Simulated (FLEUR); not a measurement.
# Ga (I4/mmm) in FLEUR: further runs

Aim: see how the results for Ga move with the level of theory and the settings. Levels: Wu-Cohen GGA, RPBE, PBEsol, PBE. Tasks: single point.

Everything below comes from runs of FLEUR, more than one build. Logs are shortened: lines on timing, memory, paths and dates and some standing lists are left out, and cuts for length are marked.

## (1) Starting point

It takes space group I4/mmm (No. 139, tetragonal). Conventional cell: a = 2.769 Å, b = 2.769 Å, c = 4.622 Å, α = 90.00°, β = 90.00°, γ = 90.00°. Ga (site symmetry 4/mmm) has 12 Ga at 2.77 to 3.03 Å as nearest neighbours.

This isn't the form of Ga at room conditions, which is orthorhombic.

## (2) Single point, Wu-Cohen GGA, collinear spin, ferromagnetic start

Contents of inp.xml:

```xml
<?xml version="1.0" encoding="UTF-8" standalone="no"?>
<fleurInput fleurInputVersion="0.39">
   <comment>
      Ga                                                                                                  
   </comment>
   <calculationSetup>
      <cutoffs Kmax="4.0" Gmax="20.0" GmaxXC="20.0" numbands="0"/>
      <scfLoop itmax="60" minDistance="0.00001" maxIterBroyd="15" imix="Anderson" alpha="0.05" precondParam="0.0" spinf="2.0"/>
      <coreElectrons ctail="T" frcor="F" kcrel="0" coretail_lmax="0"/>
      <xcFunctional name="wc" relativisticCorrections="F"/>
      <magnetism jspins="2" fixed_moment="0.38"/>
      <soc l_soc="F" theta="0.0" phi="0.0" spav="F"/>
      <expertModes spex="0" secvar="F"/>
      <geometryOptimization l_f="F" forcealpha="1.0" forcemix="BFGS" epsdisp="0.00001" epsforce="0.00001"/>
      <ldaU l_linMix="F" mixParam="0.05" spinf="1.0"/>
   </calculationSetup>
   <cell>
      <bzIntegration valenceElectrons="21.0" mode="gauss" fermiSmearingEnergy="0.00073499">
         <kPointListSelection listName="default-1"/>
         <!-- k-points included here -->
         <xi:include xmlns:xi="http://www.w3.org/2001/XInclude" href="kpts.xml"> </xi:include>
      </bzIntegration>
      <!-- symmetry operations included here -->
      <xi:include xmlns:xi="http://www.w3.org/2001/XInclude" href="sym.xml"> </xi:include>
      <bulkLattice scale="1.0">
         <bravaisMatrix>
            <row-1>   -2.6161344272909099     2.6161344272909099     4.3675800636322890</row-1>
            <row-2>    2.6161344272909099    -2.6161344272909099     4.3675800636322890</row-2>
            <row-3>    2.6161344272909099     2.6161344272909099    -4.3675800636322890</row-3>
         </bravaisMatrix>
      </bulkLattice>
   </cell>
   <atomSpecies>
      <species name="Gallium (G.500" element="Ga" atomicNumber="31">
         <mtSphere radius="2.42" gridPoints="801" logIncrement="0.015"/>
         <atomicCutoffs lmax="7" lnonsphr="5"/>
         <electronConfig flipSpins="F">
            <coreConfig>(1s1/2) (2s1/2) (2p1/2) (2p3/2)</coreConfig>
            <valenceConfig>(3s1/2) (3p1/2) (3p3/2) (4s1/2) (3d3/2) (3d5/2) (4p1/2) (4p3/2)</valenceConfig>
            <stateOccupation state="(4p1/2)" spinUp="0.1666666666667" spinDown="0.1666666666667"/>
            <stateOccupation state="(4p3/2)" spinUp="0.5833333333333" spinDown="0.0833333333333"/>
         </electronConfig>
         <energyParameters s="4" p="4" d="3" f="4"/>
         <lo type="SCLO" l="0" n="3" eDeriv="0"/>
         <lo type="SCLO" l="1" n="3" eDeriv="0"/>
         <lo type="SCLO" l="1" n="3" eDeriv="1"/>
         <lo type="HELO" l="2" n="4" eDeriv="0"/>
         <lo type="HELO" l="2" n="4" eDeriv="1"/>
         <lo type="SCLO" l="3" n="4" eDeriv="2"/>
      </species>
   </atomSpecies>
   <atomGroups>
      <atomGroup species="Gallium (G.500">
         <relPos label="                   1">.0000000000 .0000000000 .0000000000</relPos>
         <force calculate="T" relaxXYZ="TTT"/>
      </atomGroup>
   </atomGroups>
   <output dos="F" band="F" slice="F">
      <checks vchk="F" cdinf="F"/>
      <bandDOS minEnergy="-.5*Htr" maxEnergy="0.5*Htr" sigma="0.015" storeEVData="T"/>
      <vacuumDOS vacdos="F" integ="F" star="F" nstars="0" locx1="0.0" locy1="0.0" locx2="0.0" locy2="0.0" nstm="0" tworkf="0.0"/>
      <unfoldingBand unfoldBand="F" supercellX="1" supercellY="1" supercellZ="1"/>
      <plotting iplot="0" polar="F">
         <plot TwoD="T" vec1="  1.0  0.0  0.0" vec2="  0.0  1.0  0.0" vec3="  0.0  0.0  1.0" zero="  0.0  0.0  0.0" file="plot"/>
      </plotting>
      <chargeDensitySlicing numkpt="0" minEigenval="0.0" maxEigenval="0.0" nnne="0" pallst="F"/>
      <specialOutput eonly="F"/>
      <magneticCircularDichroism mcd="F" energyLo="-10.0" energyUp="0.0"/>
   </output>
  <!-- We include the file relax.xml here to enable relaxations (see documentation) -->
  <xi:include xmlns:xi="http://www.w3.org/2001/XInclude" href="relax.xml"> <xi:fallback/> </xi:include>
</fleurInput>
```

Contents of crystal.txt:

```
Ga
&input cartesian=F /
-1.3843987196  1.3843987196  2.3112238365
1.3843987196  -1.3843987196  2.3112238365
1.3843987196  1.3843987196  -2.3112238365
1.8897261246
1.0 1.0 1.0

1
31 0.0000000000  0.0000000000  0.0000000000 : 0.500

&kpt div1=13 div2=13 div3=13 gamma=T /
```

Potentials or basis: all-electron, FLAPW.

Launch:

```console
inpgen -f crystal.txt -profile fast
# inp.xml edited to the form shown
fleur
```

The program printed:

```text
Welcome to FLEUR        (www.flapw.de)
      MaX-Release 8.1          (www.max-centre.eu)

 ========== k-point set info ==========
 Selected k-point list: default-1
 k-point list type: mesh
 13 x 13 x 13
 Number of k points: 196

 ------------Calculation Setup---------------------------
 Number of OMP-threads    :            1
 Number of basis functions:          184
 Approximate size of matrices (H+S) per k-point:         0.001 GB
 --------------------------------------------------------
 Iteration:     1   Distance:       4.51840135 me/bohr^3
 Iteration:     2   Distance:       3.98930719 me/bohr^3
 Iteration:     3   Distance:       2.14236183 me/bohr^3
 Iteration:     4   Distance:       0.37896970 me/bohr^3
 Iteration:     5   Distance:       0.44727765 me/bohr^3
 Iteration:     6   Distance:       0.04315339 me/bohr^3
 Iteration:     7   Distance:       0.02211189 me/bohr^3
 Iteration:     8   Distance:       0.00691187 me/bohr^3
 Iteration:     9   Distance:       0.00364461 me/bohr^3
 Iteration:    10   Distance:       0.00142173 me/bohr^3
 Iteration:    11   Distance:       0.00007725 me/bohr^3
 Iteration:    12   Distance:       0.00007021 me/bohr^3
 Iteration:    13   Distance:       0.00000778 me/bohr^3

 ********************************************************************
 Run finished successfully
 Stop message:
   all done
 ********************************************************************
```

out.xml (last iteration):

```text
<iteration numberForCurrentRun="   13" overallNumber="   13">
         <energyParameters units="Htr">
            <atomicEP atomType="1" spin="1" branch="4s" branchLowest="-5.00" branchHighest="0.85" value="0.0291787322"/>
            <atomicEP atomType="1" spin="1" branch="4p" branchLowest="-3.19" branchHighest="1.45" value="0.2320430386"/>
            <atomicEP atomType="1" spin="1" branch="3d" branchLowest="-9.99" branchHighest="-0.25" value="-0.2673588697"/>
            <atomicEP atomType="1" spin="1" branch="4f" branchLowest="-9.99" branchHighest="3.16" value="0.5901489401"/>
            <loAtomicEP atomType="1" spin="1" branch="3s" branchLowest="-45.93" branchHighest="-5.00" value="-5.0003427641"/>
            <loAtomicEP atomType="1" spin="1" branch="3p" branchLowest="-39.93" branchHighest="-3.19" value="-3.1958582556"/>
            <loAtomicEP atomType="1" spin="1" branch="3p" branchLowest="-39.93" branchHighest="-3.19" value="-3.1958582556"/>
            <heloAtomicEP atomType="1" spin="1" branch="4d" branchLowest="1.92" branchHighest="1.92" value="1.9243811174"/>
            <heloAtomicEP atomType="1" spin="1" branch="4d" branchLowest="1.92" branchHighest="1.92" value="1.9243811174"/>
            <loAtomicEP atomType="1" spin="1" branch="4f" branchLowest="-9.99" branchHighest="3.16" value="0.5901476560"/>
            <atomicEP atomType="1" spin="2" branch="4s" branchLowest="-5.00" branchHighest="0.86" value="0.0428324168"/>
            <atomicEP atomType="1" spin="2" branch="4p" branchLowest="-3.19" branchHighest="1.46" value="0.2471991001"/>
            <atomicEP atomType="1" spin="2" branch="3d" branchLowest="-9.99" branchHighest="-0.24" value="-0.2651315374"/>
            <atomicEP atomType="1" spin="2" branch="4f" branchLowest="-9.99" branchHighest="3.17" value="0.6061706475"/>
            <loAtomicEP atomType="1" spin="2" branch="3s" branchLowest="-45.93" branchHighest="-5.00" value="-4.9993934390"/>
            <loAtomicEP atomType="1" spin="2" branch="3p" branchLowest="-39.93" branchHighest="-3.19" value="-3.1947572355"/>
            <loAtomicEP atomType="1" spin="2" branch="3p" branchLowest="-39.93" branchHighest="-3.19" value="-3.1947572355"/>
            <heloAtomicEP atomType="1" spin="2" branch="4d" branchLowest="1.93" branchHighest="1.93" value="1.9346037044"/>
            <heloAtomicEP atomType="1" spin="2" branch="4d" branchLowest="1.93" branchHighest="1.93" value="1.9346037044"/>
            <loAtomicEP atomType="1" spin="2" branch="4f" branchLowest="-9.99" branchHighest="3.17" value="0.6061693612"/>
         </energyParameters>
         <eigenvalues>
            <eigenvaluesAt spin="1" ikpt="1" k_x="0.00000000" k_y="0.00000000" k_z="0.00000000">
                      -5.0003591063       -3.1959219303       -3.1950671178       -3.1950671178       -0.2822785326
                      -0.2762320478       -0.2749228616       -0.2749228616       -0.2687815808       -0.1585097590
                       0.7307450026        0.7424752248        0.7424752248        0.8592107377        0.8759944112
                       0.8949265021        0.8949265021
            </eigenvaluesAt>
            <eigenvaluesAt spin="1" ikpt="2" k_x="0.00000000" k_y="0.00000000" k_z="0.07692308">
                      -5.0003575067       -3.1959237109       -3.1950810731       -3.1950778647       -0.2813105245
                      -0.2758375664       -0.2754220600       -0.2746694942       -0.2692809573       -0.1498342192
                       0.6810319925        0.6935751410        0.7138493180        0.7914384676        0.8893197293
                       0.9344216833        0.9620811148
            </eigenvaluesAt>
            <eigenvaluesAt spin="1" ikpt="3" k_x="0.00000000" k_y="0.00000000" k_z="0.15384615">
                      -5.0003530161       -3.1959285333       -3.1951184138       -3.1951080204       -0.2785528522
                      -0.2768131916       -0.2749558061       -0.2739211687       -0.2707079785       -0.1235653038
                       0.5966993890        0.6251867760        0.6563035810        0.7148806084        0.9031139309
                       0.9114208305        0.9963439524
            </eigenvaluesAt>
            <eigenvaluesAt spin="1" ikpt="4" k_x="0.00000000" k_y="0.00000000" k_z="0.23076923">
                      -5.0003466901       -3.1959354934       -3.1951713315       -3.1951505202       -0.2787934804
                      -0.2753097028       -0.2744900762       -0.2727728376       -0.2716064424       -0.0794342760
                       0.5234597638        0.5604208861        0.5928915907        0.6545362407        0.7473751629
                       0.9558785592        1.0321886499
            </eigenvaluesAt>
         </eigenvalues>
         <FermiEnergy value="0.2442926294" units="Htr"/>
         <FixedTotalMoment fermiEnergyUp="0.3029985348" fermiEnergyDown="0.2442926294" units="Htr"/>
         <valenceDensity>
            <mtCharges spin="1">
               <mtCharge atomType="1" total="9.9411640" s="1.5523784" p="3.3872479" d="4.9944753" f="0.0062962"/>
            </mtCharges>
            <mtCharges spin="2">
               <mtCharge atomType="1" total="9.7235668" s="1.4883419" p="3.2541736" d="4.9768486" f="0.0037169"/>
            </mtCharges>
            <spinDependentCharge spin="1" total="10.6900000" interstitial="0.7488360" mtSpheres="9.9411640"/>
            <spinDependentCharge spin="2" total="10.3100000" interstitial="0.5864332" mtSpheres="9.7235668"/>
            <totalCharge value="20.9999999999"/>
         </valenceDensity>
         <coreStates atomType="     1" atomicNumber=" 31" spin="1" kinEnergy="    847.4463962921" eigValSum="   -541.0828844662" lostElectrons=" 0.000000">
            <state n="1" l="0" j="0.5" energy="-375.3219825870" weight="1.0000000000"/>
            <state n="2" l="0" j="0.5" energy="-45.9255789715" weight="1.0000000000"/>
            <state n="2" l="1" j="0.5" energy="-40.6227971970" weight="1.0000000000"/>
            <state n="2" l="1" j="1.5" energy="-39.6062628553" weight="2.0000000000"/>
         </coreStates>
         <coreStates atomType="     1" atomicNumber=" 31" spin="2" kinEnergy="    847.4452343881" eigValSum="   -541.0804034740" lostElectrons=" 0.000000">
            <state n="1" l="0" j="0.5" energy="-375.3214146406" weight="1.0000000000"/>
            <state n="2" l="0" j="0.5" energy="-45.9251833003" weight="1.0000000000"/>
            <state n="2" l="1" j="0.5" energy="-40.6222874227" weight="1.0000000000"/>
            <state n="2" l="1" j="1.5" energy="-39.6057590552" weight="2.0000000000"/>
         </coreStates>
         <allElectronCharges>
            <spinDependentCharge spin="1" total="15.6900000" interstitial="0.7488360" mtSpheres="14.9411640"/>
            <spinDependentCharge spin="2" total="15.3100000" interstitial="0.5864332" mtSpheres="14.7235668"/>
            <totalCharge value="31.0000000003"/>
         </allElectronCharges>
         <magneticMomentsInMTSpheres units="muBohr">
            <globalMagMoment atomType="1" vec="0.00000   0.00000   0.21760"/>
            <localMagMoment atomType="1" vec="0.00000   0.00000   0.21760"/>
         </magneticMomentsInMTSpheres>
         <orbitalMomentsInMTSpheres units="muBohr">
            <globalMagMoment atomType="1" vec="0.00000   0.00000   0.00000"/>
            <localMagMoment atomType="1" vec="0.00000   0.00000   0.00000"/>
         </orbitalMomentsInMTSpheres>
         <totalEnergy                                    value="    -1943.6485919959" units="Htr">
            <sumOfEigenvalues                            value="    -1113.7508613188">
               <coreElectrons value="-1082.1632879402"/>
               <valenceElectrons value="-31.5875733786"/>
            </sumOfEigenvalues>
            <densityCoulombPotentialIntegral value="-2997.2487766508"/>
            <densityEffectivePotentialIntegral value="-3095.5280666678"/>
            <chargeDenXCDenIntegral value="-75.2213425773"/>
            <FockExchangeEnergyValence value="0.0000000000"/>
            <FockExchangeEnergyCore value="0.0000000000"/>
            <atomTypeDependentContributions atomType="1">
               <electronNucleiInteractionDifferentMTs value="2339.2124625444"/>
               <MadelungTerm value="-12.3676038979"/>
            </atomTypeDependentContributions>
            <tkbTimesEntropy value="0.0000000000"/>
            <freeEnergy value="-1943.6485919959"/>
            <extrapolationTo0K value="-1943.6485919959"/>
         </totalEnergy>
         <densityConvergence units="me/bohr^3">
            <chargeDensity spin="1" distance="0.0000036573"/>
            <chargeDensity spin="2" distance="0.0000061700"/>
            <overallChargeDensity distance="0.0000077803"/>
            <spinDensity distance="0.0000065082"/>
         </densityConvergence>
      </iteration>
```

Run time: 38 s. Hardware: 1 thread of AMD EPYC 7B13 (Zen 3), shared host; peak memory 0.06 GiB.

What came out:

```yaml
Free_energy: -52889.3726 eV
Net_moment: 0.38 μB per cell
Site_moments: Ga +0.22 μB
Valence_electrons_inside_the_program's_atomic_spheres: Ga 19.66 (radii Ga 2.42 bohr)
```

Caveat: the total moment is fixed, so each spin has its own Fermi level.

## (3) Single point, RPBE, collinear spin, random start (volume scaled by 0.96)

Changes to inp.xml since step 2:

```diff
@@ -6,7 +6,7 @@
    <calculationSetup>
-      <cutoffs Kmax="4.0" Gmax="20.0" GmaxXC="20.0" numbands="0"/>
+      <cutoffs Kmax="3.8" Gmax="11.8" GmaxXC="11.8" numbands="0"/>
       <scfLoop itmax="60" minDistance="0.00001" maxIterBroyd="15" imix="Anderson" alpha="0.05" precondParam="0.0" spinf="2.0"/>
       <coreElectrons ctail="T" frcor="F" kcrel="0" coretail_lmax="0"/>
-      <xcFunctional name="wc" relativisticCorrections="F"/>
-      <magnetism jspins="2" fixed_moment="0.38"/>
+      <xcFunctional name="Rpbe" relativisticCorrections="F"/>
+      <magnetism jspins="2"/>
       <soc l_soc="F" theta="0.0" phi="0.0" spav="F"/>
@@ -17,3 +17,3 @@
    <cell>
-      <bzIntegration valenceElectrons="21.0" mode="gauss" fermiSmearingEnergy="0.00073499">
+      <bzIntegration valenceElectrons="21.0" mode="hist" fermiSmearingEnergy="0.00073499">
          <kPointListSelection listName="default-1"/>
@@ -26,5 +26,5 @@
          <bravaisMatrix>
-            <row-1>   -2.6161344272909099     2.6161344272909099     4.3675800636322890</row-1>
-            <row-2>    2.6161344272909099    -2.6161344272909099     4.3675800636322890</row-2>
-            <row-3>    2.6161344272909099     2.6161344272909099    -4.3675800636322890</row-3>
+            <row-1>   -2.5807769250889216     2.5807769250889216     4.3085514753711438</row-1>
+            <row-2>    2.5807769250889216    -2.5807769250889216     4.3085514753711438</row-2>
+            <row-3>    2.5807769250889216     2.5807769250889216    -4.3085514753711438</row-3>
          </bravaisMatrix>
@@ -33,5 +33,5 @@
    <atomSpecies>
-      <species name="Gallium (G.500" element="Ga" atomicNumber="31">
-         <mtSphere radius="2.42" gridPoints="801" logIncrement="0.015"/>
-         <atomicCutoffs lmax="7" lnonsphr="5"/>
+      <species name="Gallium (G.090" element="Ga" atomicNumber="31">
+         <mtSphere radius="2.39" gridPoints="791" logIncrement="0.016"/>
+         <atomicCutoffs lmax="10" lnonsphr="8"/>
          <electronConfig flipSpins="F">
@@ -40,3 +40,3 @@
             <stateOccupation state="(4p1/2)" spinUp="0.1666666666667" spinDown="0.1666666666667"/>
-            <stateOccupation state="(4p3/2)" spinUp="0.5833333333333" spinDown="0.0833333333333"/>
+            <stateOccupation state="(4p3/2)" spinUp="0.3783333333333" spinDown="0.2883333333333"/>
          </electronConfig>
@@ -52,3 +52,3 @@
    <atomGroups>
-      <atomGroup species="Gallium (G.500">
+      <atomGroup species="Gallium (G.090">
          <relPos label="                   1">.0000000000 .0000000000 .0000000000</relPos>
```

Contents of crystal.txt:

```
Ga
&input cartesian=F /
-1.3656883352  1.3656883352  2.2799872528
1.3656883352  -1.3656883352  2.2799872528
1.3656883352  1.3656883352  -2.2799872528
1.8897261246
1.0 1.0 1.0

1
31 0.0000000000  0.0000000000  0.0000000000 : 0.090

&kpt div1=13 div2=13 div3=13 gamma=T /
```

Potentials or basis: all-electron, FLAPW.

Launch:

```console
inpgen -f crystal.txt -profile fastHighL
# inp.xml edited to the form shown
fleur
```

It took 44 s on 1 thread of AMD EPYC 7B13 (Zen 3), shared host; peak memory 0.07 GiB.

The run converged. Its results:

```yaml
Free_energy: -52907.5345 eV
Band_gap_on_the_k_mesh: none (metal or under the smearing width)
Net_moment: 0.00 μB per cell
Valence_electrons_inside_the_program's_atomic_spheres: Ga 19.61 (radii Ga 2.39 bohr)
```

Levels at points of the mesh, in eV from the Fermi level:
Spin up:
```
           k point  band 7  band 8  band 9  band 10  band 11  band 12  band 13  band 14
(0.00, 0.00, 0.00)  -14.69  -14.69  -14.51   -11.84    13.47    13.68    13.68    16.43
```
Spin down:
| k point | band 7 | band 8 | band 9 | band 10 | band 11 | band 12 | band 13 | band 14 |
| --- | --- | --- | --- | --- | --- | --- | --- | --- |
| (0.00, 0.00, 0.00) | -14.69 | -14.69 | -14.51 | -11.84 | 13.47 | 13.68 | 13.68 | 16.43 |

Core levels (eV from the Fermi level):
| atom | levels |
| --- | --- |
| 1 Ga | 1s1/2 -10223.7, 2s1/2 -1257.4, 2p1/2 -1111.8, 2p3/2 -1084.2 |

[end of part 1 of 2]
